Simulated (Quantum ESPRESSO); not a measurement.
Crystal: BN.

```
N B
1.0
    -0.03361    3.48904    2.11949
     1.22075   -0.02539    2.14104
     1.24628    3.51154   -0.05572
N B
1 1
Direct
  0.66665 0.66665 0.33335
  0.00005 0.00005 0.99995
```

The cell comes from a database or a generator and needn't be the stable form of this composition.

The cell isn't the ideal one: cell strained at random at fixed volume.

- Program: Quantum ESPRESSO 7.5
- Task: phonons
- Functional: PBE
- Potentials or basis: SPMS 1.0 PBE
- Cutoff: 1197 eV
- Density cutoff: 4789 eV
- k mesh: 6 × 6 × 6, shifted
- Occupations: fermi-dirac, width 0.05 eV
- Spin: no spin polarisation
- Mixing beta: 0.5
- Most SCF iterations: 120
- SCF threshold: 4e-10 Ry

The atoms were relaxed first, and the response was taken there.

```
CELL_PARAMETERS angstrom
-0.03361 3.48904 2.11949
1.22075 -0.02539 2.14104
1.24628 3.51154 -0.05572
ATOMIC_POSITIONS crystal
N 0.66485 0.66834 0.33512
B 0.00185 0.99836 0.99818
```

The first run showed a gap, so the response started from a second, tighter run with fixed occupations.

At N the frequencies are 289 551 621 1166 1269 1327 cm⁻¹, at a pressure of 4.2 GPa.

Problem. How do the modes respond when the cell is scaled evenly, at fixed shape?

Solution. The highest mode has a Grüneisen parameter of 1.12. 2 of the listed modes soften on compression, the most with -2.52. Real pressure also changes the shape of this cell, most of all in layered crystals, so these aren't the shifts under hydrostatic load.

Frequencies at 99 % and 101 % of the volume (pressures 6.6 and 1.8 GPa), ions relaxed:
| mode | 99 % (cm⁻¹) | 101 % (cm⁻¹) | Grüneisen parameter |
| --- | --- | --- | --- |
| 1 | 281.2 | 295.7 | -2.52 |
| 2 | 551.0 | 550.5 | 0.04 |
| 3 | 617.2 | 624.1 | -0.56 |
| 4 | 1177.2 | 1155.6 | 0.93 |
| 5 | 1290.2 | 1248.4 | 1.65 |
| 6 | 1342.1 | 1312.3 | 1.12 |

Modes are matched by their order; those that don't vary smoothly over the three volumes are left out.

Caveat: the cell is more than 3 GPa from zero pressure, which shifts response properties.
